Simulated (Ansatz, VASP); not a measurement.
## Sc: VASP beside Ansatz

```xyz
1
Lattice="0.0000 2.5307 2.5307 2.5307 0.0000 2.5307 2.5307 2.5307 0.0000" Properties=species:S:1:pos:R:3 pbc="T T T"
Sc    0.0000    0.0000    0.0000
```

Alike in both runs: task single point; functional PBEsol; k mesh 6 × 6 × 6; occupations gaussian, width 0.1 eV; no spin polarisation.

|  | VASP | Ansatz |
| --- | --- | --- |
| version | VASP 6.6.1 | Ansatz 0.2.0 |
| potentials or method | VASP PAW PBE potentials, release 64 (Sc_sv) | scalar-relativistic, plane waves, PAW |
| plane-wave cutoff (eV) | 520 | 420 |
| valence electrons in the cell | 11 | 11 |

```tsv
	VASP	Ansatz	Ansatz less VASP
gap on the k mesh at the Fermi level (eV)	none	none	-
pressure (GPa)	-10.3	-10.3	+0.01
```

A gap of «none» marks a metal or a gap that the smearing closes.

Caveats: the PAW data sets were made with another functional, which shifts forces and pressure a little (VASP).
